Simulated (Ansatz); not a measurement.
## Ti: distorted cells

Level of theory: Ansatz 0.2.0, DFT PBE, scalar-relativistic, plane waves, PAW.

Settings: cutoff 420 eV, Γ-centred mesh 16×16×16 on the computed 1-atom cell, Gaussian smearing of 0.10 eV; no spin polarisation.

Reference cell:

```
CELL_PARAMETERS angstrom
-1.64100 1.64100 1.64100
1.64100 -1.64100 1.64100
1.64100 1.64100 -1.64100
ATOMIC_POSITIONS crystal
Ti 0.00000 0.00000 0.00000
```

Each variant moves atoms of this cell by the vectors given, if any (Å), and then applies a symmetric strain (tensor components, Cartesian axes). The reference cell isn't relaxed at this level. Energies are per atom at zero smearing, counted from the lowest variant. Pressure is positive in compression.

1. strain (xx yy zz yz xz xy, %) -1.95 1.05 1.05 0.00 0.00 0.00
2. strain (xx yy zz yz xz xy, %) -6.17 -0.17 -0.17 0.00 0.00 0.00
3. strain (xx yy zz yz xz xy, %) 4.37 -4.63 -4.63 1.90 0.00 0.00

Order the variants by energy, lowest first.

3 (0.0 meV/atom), 1 (0.6 meV/atom), 2 (4.6 meV/atom). Neighbours within 1 meV/atom are level.

Order them by pressure, highest first.

2 (4.99 GPa), 3 (3.35 GPa), 1 (-2.61 GPa).

This bcc form isn't the element's structure at ambient conditions.